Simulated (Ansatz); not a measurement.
## Response to strain in GeO2

Consider GeO$_{2}$ (space group P3_121, No. 152; a = 5.0935 Å, c = 5.7677 Å).

Strains are applied to the cell and any free atomic positions relax.

Level of theory: DFT with PBE, PAW potentials and a 420 eV plane-wave cutoff in Ansatz (an electronic-structure program), scalar-relativistic without spin-orbit coupling.

Notes on the quantities. pressure: mean of the normal stresses, compression positive.

```
isotropic strain (%)  pressure (GPa)
--------------------  --------------
-1.2                             1.5
-0.32                              ?
0                                0.0
0.76                            -0.9
0.9                             -1.0
```

**Question.** Fit P = P₀ − Bδ + Cδ² with δ = (1 + ε)³ − 1 to the rows shown and predict the withheld row.

**Answer.** Least squares on the printed values gives P₀ = 0.0 GPa, B = 39.5 GPa (at held cell shape), C = 82.0 GPa (largest residual 0.0 GPa); this predicts 0.4 GPa, and the run gives 0.4 GPa, in agreement.

Whether these cells are dynamically stable was not tested.
